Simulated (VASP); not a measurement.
# AlN in VASP 6.6.1, single-point calculation

INCAR

```
PREC = Accurate
NBANDS = 11
LASPH = .TRUE.
SIGMA = 0.02
ENCUT = 520
ISIF = 2
LREAL = .TRUE.
EDIFF = 1E-7
NELM = 98
NSW = 0
LCHARG = .FALSE.
GGA = PE
ISMEAR = -1
LWAVE = .FALSE.
IBRION = -1
```

KPOINTS

```
KPOINTS created by Atomic Simulation Environment
0
Gamma
10 10 10
0 0 0
```

POSCAR

```
Al N
 1.0000000000000000
     0.0000000000000000    2.0996231902000000    2.0996231902000000
     2.0996231902000000    0.0000000000000000    2.0996231902000000
     2.0996231902000000    2.0996231902000000    0.0000000000000000
 Al  N
   1   1
Cartesian
  0.0000000000000000  0.0000000000000000  0.0000000000000000
  2.0996231902000000  2.0996231902000000  2.0996231902000000
```

The recommended PBE PAW datasets give the neutral cell 8 valence electrons.

Command

```
mpirun -np 1 vasp_std
```

OSZICAR

```
N       E                     dE             d eps       ncg     rms          rms(c)
DAV:   1     0.104282494614E+02    0.10428E+02   -0.38192E+03  1058   0.607E+02
DAV:   2    -0.153697848773E+02   -0.25798E+02   -0.24866E+02  1208   0.135E+02
DAV:   3    -0.161700224162E+02   -0.80024E+00   -0.79913E+00  1273   0.223E+01
DAV:   4    -0.161732632396E+02   -0.32408E-02   -0.32406E-02  1148   0.153E+00
DAV:   5    -0.161732944316E+02   -0.31192E-04   -0.31192E-04  1237   0.147E-01    0.720E+00
DAV:   6    -0.145237916247E+02    0.16495E+01   -0.81386E+00  1136   0.143E+01    0.237E+00
DAV:   7    -0.145151133774E+02    0.86782E-02   -0.13215E-01  1127   0.286E+00    0.156E+00
DAV:   8    -0.145070617551E+02    0.80516E-02   -0.19525E-02  1070   0.122E+00    0.297E-01
DAV:   9    -0.145066571265E+02    0.40463E-03   -0.18423E-03  1181   0.244E-01    0.132E-01
DAV:  10    -0.145067247371E+02   -0.67611E-04   -0.13591E-04  1150   0.903E-02    0.310E-02
DAV:  11    -0.145067205154E+02    0.42217E-05   -0.11050E-05  1220   0.186E-02    0.785E-03
DAV:  12    -0.145067201225E+02    0.39286E-06   -0.52527E-07  1138   0.588E-03    0.123E-03
DAV:  13    -0.145067200300E+02    0.92499E-07   -0.78599E-09   610   0.622E-04
   1 F= -.14506720E+02 E0= -.14506720E+02  d E =-.824890E-12
```

Standard output (part)

```
POSCAR found type information on POSCAR AlN
 POSCAR found :  2 types and       2 ions
|     You have a (more or less) 'small supercell' and for smaller cells       |
|     it is recommended to use the reciprocal-space projection scheme!        |
|     The real-space optimization is not efficient for small cells and it     |
|     is also less accurate ...                                               |
|     Therefore, set LREAL=.FALSE. in the INCAR file.                         |
|     The real-space projection scheme for the treatment of the non-local     |
|     real-space optimization of all non-local projectors! BE WARNED that     |
|     a calculation using the real-space projection scheme together with      |
|     non-local projectors which were not real-space optimized (according     |
|     to the plane-wave cutoff used in this calculation) might give more      |
|     or less inaccurate results. I hope you know what you are doing.         |
 LDA part: xc-table for (Slater+PW92), standard interpolation
 POSCAR, INCAR and KPOINTS ok, starting setup
 WAVECAR not read
 entering main loop
```

From OUTCAR

```
k-points           NKPTS =     47   k-points in BZ     NKDIM =     47   number of bands    NBANDS=     11

   NELECT =       8.0000    total number of electrons

   dimension x,y,z NGX =    24 NGY =   24 NGZ =   24
   dimension x,y,z NGXF=    48 NGYF=   48 NGZF=   48

  energy-cutoff  :      520.00
  volume of cell :       18.51
      direct lattice vectors                 reciprocal lattice vectors
     0.000000000  2.099623190  2.099623190    -0.238137968  0.238137968  0.238137968
     2.099623190  0.000000000  2.099623190     0.238137968 -0.238137968  0.238137968
     2.099623190  2.099623190  0.000000000     0.238137968  0.238137968 -0.238137968

 k-points in reciprocal lattice and weights: KPOINTS created by Atomic Simulation Env
   0.00000000  0.00000000  0.00000000       0.001
   0.10000000  0.00000000  0.00000000       0.008
   0.20000000  0.00000000  0.00000000       0.008
   0.30000000  0.00000000  0.00000000       0.008
   0.40000000  0.00000000  0.00000000       0.008
   0.50000000  0.00000000  0.00000000       0.004
   0.10000000  0.10000000  0.00000000       0.006
   0.20000000  0.10000000  0.00000000       0.024
   ...

 E-fermi :   8.9990

 k-point     1 :       0.0000    0.0000    0.0000
  band No.  band energies     occupation
      1      -8.0329      2.00000
      2       8.5585      2.00000
      3       8.5585      2.00000
      4       8.5585      2.00000
      5      12.6710      0.00000
      6      20.3523      0.00000
      7      20.3523      0.00000
      8      20.3523      0.00000
      9      25.1963      0.00000
     10      25.5244      0.00000
     11      25.5246      0.00000

 k-point     2 :       0.1000    0.0000    0.0000
  band No.  band energies     occupation
      1      -7.8496      2.00000
      2       7.5300      2.00000
      3       8.4594      2.00000
      4       8.4594      2.00000
      5      13.3865      0.00000
      6      19.4346      0.00000
      7      20.5854      0.00000
      8      20.5854      0.00000
      9      23.6180      0.00000
     10      23.6180      0.00000
     11      25.2107      0.00000

 k-point     3 :       0.2000    0.0000    0.0000
  band No.  band energies     occupation
      1      -7.3193      2.00000
      2       5.5183      2.00000
      3       8.2175      2.00000
      4       8.2175      2.00000
      5      14.2741      0.00000
      6      18.6663      0.00000
      7      20.4776      0.00000
      8      20.4776      0.00000
      9      23.2466      0.00000
     10      23.2466      0.00000
     11      24.5216      0.00000

 k-point     4 :       0.3000    0.0000    0.0000
  band No.  band energies     occupation
      1      -6.5166      2.00000
      2       3.4080      2.00000
      3       7.9479      2.00000
      4       7.9479      2.00000
      5      14.3513      0.00000
      6      19.1124      0.00000
      7      19.5921      0.00000
      8      19.5921      0.00000
      9      23.8481      0.00000
     10      24.7433      0.00000
     11      24.7433      0.00000

 k-point     5 :       0.4000    0.0000    0.0000
  band No.  band energies     occupation
      1      -5.6490      2.00000
      2       1.6785      2.00000
      3       7.7491      2.00000
      4       7.7491      2.00000
      5      14.1005      0.00000
      6      18.9057      0.00000
      7      18.9057      0.00000
      8      19.8796      0.00000
      9      23.5314      0.00000
     10      26.7867      0.00000
     11      26.7867      0.00000

 ...

  Total       -2.8467286     -2.8467286     -2.8467286      0.0000000      0.0000000      0.0000000
  in kB     -246.3783619   -246.3783619   -246.3783619      0.0000000      0.0000000      0.0000000
  external PRESSURE =    -246.3783619 kB  Pullay stress =       0.0000000 kB

 POSITION                                       TOTAL-FORCE (eV/Angst)
 -----------------------------------------------------------------------------------
      0.00000      0.00000      0.00000        -0.000000     -0.000000     -0.000000
      2.09962      2.09962      2.09962         0.000000      0.000000      0.000000
 -----------------------------------------------------------------------------------
    total drift:                               -0.000000     -0.000000      0.000000

  FREE ENERGIE OF THE ION-ELECTRON SYSTEM (eV)
  ---------------------------------------------------
  free  energy   TOTEN  =       -14.5067200300 eV

  energy  without entropy=      -14.5067200300  energy(sigma->0) =      -14.50672003
```

It converged. Results: gap between bands v and c on the k mesh 3.56 eV; least direct gap on the k mesh 4.11 eV; pressure -24.6 GPa. Band v is the last that the valence electrons fill when counted band by band, and c is the next.

These settings aren't sound, so the numbers aren't properties of the crystal.

On sound settings PBE gives a gap of 3.56 eV on its mesh and a pressure of -19.7 GPa for the intended cell.

The run took about 8.3 s on one core of a shared host (Intel Xeon Platinum 8488C) and held 0.13 GiB at most.
